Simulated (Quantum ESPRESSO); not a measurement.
Runs of Quantum ESPRESSO 7.5 on C. It takes space group Fd-3m (No. 227, cubic). The conventional cell has a = 3.567 Å, b = 3.567 Å, c = 3.567 Å, α = 90.00°, β = 90.00°, γ = 90.00°. C (site symmetry -43m) is surrounded by 4 C at 1.54 Å. This isn't the form of C at room conditions, which is graphite.

```csv
level,potentials or basis,form of the LDA correlation,pressure (GPa)
LDA,PseudoDojo 0.4.1 SR LDA standard,PW92,-11.2
PBEsol,PseudoDojo 0.4.1 SR PBEsol standard,-,(b)
AM05,PseudoDojo 0.4.1 SR PBE standard,-,-5.5
BLYP,PseudoDojo 0.4.1 SR PBE standard,-,(a)
WC,PseudoDojo 0.4.1 SR PBE standard,-,-2.4
```

Alike in all rows: task dielectric tensor; no spin polarisation; cell as given; k mesh 14 × 14 × 14, shifted; cutoff (eV) 1116; smearing fermi-dirac 0.05 eV.

Estimate the missing entries.

(a) 16.2; (b) -3.3.

Caveats: the cell is more than 3 GPa from zero pressure, which shifts response properties (some runs); the potentials were made for another functional, which shifts forces and pressure (some runs).

Runs at the PBE level aren't shown here.
